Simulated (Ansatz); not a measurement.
The cell is CaF2 in the fluorite structure; cell and atoms were relaxed with r2SCAN. Space group Fm-3m (No. 225), cubic; conventional cell a = 5.439 Å, 13.41 Å³ an atom. Ca has 8 F at 2.36 Å; F has 4 Ca at 2.36 Å.

```yaml
crystal:
  lattice:
    - [0.00000, 2.71959, 2.71959]
    - [2.71959, 0.00000, 2.71959]
    - [2.71959, 2.71959, 0.00000]
  atoms:
    - { symbol: Ca, position: [0.00000, 0.00000, 0.00000] }
    - { symbol: F, position: [0.25000, 0.25000, 0.25000] }
    - { symbol: F, position: [0.75000, 0.75000, 0.75000] }
```

The questions ask for values computed with the plane-wave code Ansatz on this geometry. (Simulation; spin polarisation is off.)

Q: Is there a gap with PBE, and of what kind?

A: PBE gives an indirect gap of 7.38 eV, from X to Γ; the least direct gap is 7.63 eV at Γ.

Q: Estimate the gap with r2SCAN on 8×8×8.

A: r2SCAN gives an indirect gap of 8.03 eV, from X to Γ; the least direct gap is 8.29 eV at Γ. The gap differs by +0.65 eV from PBE's.

Q: Estimate the gap with HSE06 on 6×6×6.

A: With HSE06 the valence top lies at X and the conduction bottom at Γ, 9.45 eV higher; the smallest vertical gap, at Γ, is 9.72 eV. The gap differs by +2.07 eV from PBE's.

Q: How does the gap change from PBE to PBE0 (6×6×6)?

A: PBE0 gives an indirect gap of 10.21 eV, from X to Γ; the least direct gap is 10.48 eV at Γ. The gap differs by +2.83 eV from PBE's.

Q: Roughly how does the cost of the PBE0 run (6×6×6) compare with r2SCAN's (8×8×8)?

A: About 17 times as much (110 core-seconds against 6 core-seconds, on 2 threads of Arm Neoverse N1, with other jobs on the host).

Q: What are ε∞ and the Born charges with r2SCAN?

A: The electronic dielectric tensor ε∞ is 2.19 in all directions. Born charges, averaged over directions: Ca +2.35, F -1.17 e.

Q: Going by these computed values, what does each step up buy?

A: r2SCAN covers 32 % of the step from PBE to HSE06, while HSE06 needs about 18 times r2SCAN's cost (on a coarser mesh). Among these functionals the gap stays indirect.

The meshes of the hybrids are coarse, so their gaps aren't converged to the digits shown.
